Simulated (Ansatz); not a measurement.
An input for Ansatz 0.2.0 (Ta):

File input.yaml:

```yaml
crystal:
  lattice:
    - [-1.65128, 1.65128, 1.65128]
    - [1.65128, -1.65128, 1.65128]
    - [1.65128, 1.65128, -1.65128]
  atoms:
    - { symbol: Ta, position: [0.0, 0.0, 0.0] }
hamiltonian:
  xc: rpbe
  pseudopotentials: { kind: paw_fr }
magnetization:
  noncollinear: true
  spin_orbit: true
kpoints:
  mp_grid: { grid: [7, 7, 7] }
scf:
  occupations: { method: fermi_dirac, width: 0.15 }
  lower_state_search: "off"
phonons:
  method: fd
  amplitude: 0.01
  supercell: [2, 2, 2]
```

Potentials or basis: Ansatz PAW.

The run is started by

```sh
$ ansatz run input.yaml --threads 1 --pin off --max-ram 2560MiB --backend cpu --events-out ev --progress --plain --runs-dir out
```

Problem. Does this run start?

Solution. The run stopped without a result. It printed:

Output:

```text
Error: 3 input errors — fix all and re-run
  1. invalid value for `phonons.supercell`: axis 0: the count 2 must divide kpoints.mp_grid.grid dimension 7 — the displaced supercells solve the k-mesh folded onto them, whose points must be the deck's own; the next dimension that the batch's repeats divide is 8
  2. invalid value for `phonons.supercell`: axis 1: the count 2 must divide kpoints.mp_grid.grid dimension 7 — the displaced supercells solve the k-mesh folded onto them, whose points must be the deck's own; the next dimension that the batch's repeats divide is 8
  3. invalid value for `phonons.supercell`: axis 2: the count 2 must divide kpoints.mp_grid.grid dimension 7 — the displaced supercells solve the k-mesh folded onto them, whose points must be the deck's own; the next dimension that the batch's repeats divide is 8
```
